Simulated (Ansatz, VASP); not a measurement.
**Two plane-wave programs on TaN**

```
Ta N
1.0
     5.13297    0.00000    0.00000
    -2.56649    4.44528    0.00000
     0.00000    0.00000    2.88235
Ta N
3 3
Direct
  0.00000 0.00000 0.00000
  0.33333 0.66667 0.50000
  0.66667 0.33333 0.50000
  0.50000 0.00000 0.00000
  0.50000 0.50000 0.00000
  0.00000 0.50000 0.00000
```

Alike in both runs: functional LDA; k mesh 5 × 5 × 8; no spin polarisation.

Ansatz relaxed the structure, and its values are those at the end. VASP's run is a single point on that final structure, the one shown.

```csv
,VASP,Ansatz
version,VASP 6.6.1,Ansatz 0.2.0
potentials or method,"VASP PAW LDA potentials, release 64 (Ta_pv, N)","plane waves, PAW"
plane-wave cutoff (eV),520,420
occupations,"fermi-dirac, width 0.1 eV",fermi-dirac
valence electrons in the cell,48,54
```

```csv
,VASP,Ansatz,Ansatz less VASP
pressure (GPa),7.0,5.0,-1.96
```

The two sets of potentials don't hold the same shells in valence.

Spin-orbit coupling is left out, which matters for the levels of Ta.
